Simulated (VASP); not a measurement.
Wanted: the native input for a VASP 6.6.1 run.

- Task: single point
- Functional: PBEsol
- Potentials or basis: VASP PAW PBE potentials, release 64 (Bi_d)
- Cutoff: 700 eV
- k mesh: 12 × 12 × 12
- Occupations: gaussian, width 0.1 eV
- Spin: no spin polarisation
- Further INCAR settings: ALGO = Fast; EDIFF = 1e-06; NBANDS = 22

The structure of Bi lies in POSCAR:

```
Bi
1.0
    2.2625300000      1.3062700000      3.8802500000
   -2.2625300000      1.3062700000      3.8802500000
    0.0000000000     -2.6125400000      3.8802500000
Bi
2
Direct
    0.2368300000      0.2368300000      0.2368300000
    0.7631700000      0.7631700000      0.7631700000
```

These files were run (other wordings do the same):

INCAR

```
SYSTEM = Bi
ALGO     = Fast           ! electronic algorithm
EDIFF    = 1E-6           ! SCF threshold, eV
ENCUT    = 700            ! plane-wave cutoff, eV
GGA      = PS             ! functional
ISIF     = 2              ! what is computed and relaxed
ISMEAR   = 0              ! smearing method
LASPH    = .True.         ! aspherical terms in the spheres
LCHARG   = .False.        ! write CHGCAR
LREAL    = .False.        ! projectors in reciprocal space
LWAVE    = .False.        ! write WAVECAR
NBANDS   = 22             ! bands
NELM     = 100            ! most SCF steps
PREC     = Accurate       ! precision mode
SIGMA    = 0.1            ! smearing width, eV
```

KPOINTS

```
k-points
0
Gamma
  12 12 12
  0 0 0
```

Potentials or basis: VASP PAW PBE potentials, release 64 (Bi_d).

Launch:

```bash
$ cat potpaw_PBE.64/Bi_d/POTCAR > POTCAR
$ mpirun -np 1 vasp_std > vasp.out
```

Results of the run:

* Pressure: 0.0 GPa
* Band gap on the k mesh: none (metal or under the smearing width)

Caveat: the PAW data sets were made with another functional, which shifts forces and pressure a little; spin-orbit coupling is left out, which moves the levels of the heavy elements.

Wall time 3.8 min on 1 thread of Intel(R) Xeon(R) 6975P-C (Granite Rapids), on a shared host, peak memory 0.49 GiB.
